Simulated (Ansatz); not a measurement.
**HfB2 and the effect of the functional**

```xyz
3
Lattice="3.1400 0.0000 0.0000 -1.5700 2.7193 0.0000 0.0000 0.0000 3.4800" Properties=species:S:1:pos:R:3 pbc="T T T"
Hf    0.0000    0.0000    0.0000
B     1.5700    0.9064    1.7400
B     0.0000    1.8129    1.7400
```

Kept alike: task band structure; k mesh 10 × 10 × 8; occupations fermi-dirac, width 0.05 eV; no spin polarisation. Program: Ansatz, all-electron LAPW, scalar-relativistic. The mesh is that of the run's cell of 3 atoms. No spin-orbit coupling.

| run | pressure (GPa) |
| --- | --- |
| A | -10.09 |
| B | -4.26 |
| C | 1.47 |

Pressure is positive in compression. For a metal such a mesh leaves the last digits unconverged.

The runs differ in the functional alone: LDA; PBE; PBEsol. Which run is which?

Run A is LDA; run B is PBEsol; run C is PBE. The pressure runs from -10.09 (LDA) to 1.47 GPa (PBE). From PBE: LDA -11.56; PBEsol -5.73. A positive pressure means that the functional's own cell is larger than the one given, a negative one that it is smaller.
